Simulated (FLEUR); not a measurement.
# Ir: band structure with PBEsol

Ir:

```
CELL_PARAMETERS angstrom
0.00000 1.91560 1.91560
1.91560 0.00000 1.91560
1.91560 1.91560 0.00000
ATOMIC_POSITIONS crystal
Ir 0.00000 0.00000 0.00000
```

```json
{
 "Program": "FLEUR MaX-R8.1 (later development tree)",
 "Task": "band structure",
 "Functional": "PBEsol",
 "Potentials or basis": "all-electron",
 "Basis": "FLAPW",
 "Kmax": "4.14 1/bohr",
 "k mesh": "9 × 9 × 9",
 "Occupations": "fermi-dirac, width 0.05 eV",
 "Spin": "spin-orbit coupling, no magnetisation",
 "Gmax": "12.8 1/bohr",
 "Muffin-tin radii": "Ir 2.37 bohr",
 "lmax": "Ir 9",
 "lnonsphr": "Ir 9",
 "Local orbitals a species": "Ir 7",
 "Max iterations": "60",
 "Mixing factor": "0.05",
 "Mixer": "Anderson",
 "Mixer history": "15",
 "Density convergence": "1e-05 me/bohr^3"
}
```

The band gap along the path is none (metal or under the smearing width) and the valence electrons inside the program's atomic spheres are Ir 29.02 (radii Ir 2.37 bohr).

Levels at the corners of the path, in eV from the Fermi level:
| point | band 28 | band 29 | band 30 | band 31 | band 32 | band 33 |
| --- | --- | --- | --- | --- | --- | --- |
| Γ | -4.29 | -3.46 | -3.46 | -1.07 | -1.07 | -1.07 |
| X | 0.74 | 1.17 | 1.17 | 1.57 | 1.57 | 2.07 |
| W | -4.95 | -1.77 | -1.77 | 1.54 | 1.54 | 8.14 |
| K | -3.00 | -0.89 | -0.89 | 0.71 | 0.71 | 6.22 |
| Γ | -4.29 | -3.46 | -3.46 | -1.07 | -1.07 | -1.07 |
| L | -3.64 | -0.81 | -0.81 | 0.66 | 0.66 | 1.25 |
| U | -3.00 | -0.89 | -0.89 | 0.71 | 0.71 | 6.22 |
| W | -4.95 | -1.77 | -1.77 | 1.54 | 1.54 | 8.14 |
| L | -3.64 | -0.81 | -0.81 | 0.66 | 0.66 | 1.25 |
| K | -3.00 | -0.89 | -0.89 | 0.71 | 0.71 | 6.22 |
| U | -3.00 | -0.89 | -0.89 | 0.71 | 0.71 | 6.22 |
| X | 0.74 | 1.17 | 1.17 | 1.57 | 1.57 | 2.07 |

Core levels (eV from the Fermi level):
| atom | levels |
| --- | --- |
| 1 Ir | 1s1/2 -75990.1, 2s1/2 -13279.8, 2p1/2 -12720.6, 2p3/2 -11093.6, 3s1/2 -3102.1, 3p1/2 -2851.7, 3p3/2 -2495.5, 4s1/2 -657.6, 3d3/2 -2077.7, 3d5/2 -2000.7, 4p1/2 -552.1, 4p3/2 -467.7, 4d3/2 -294.8, 4d5/2 -279.1 |

It took 3.9 min on 1 thread of Arm Neoverse V2 (shared host), peak memory 0.15 GiB.
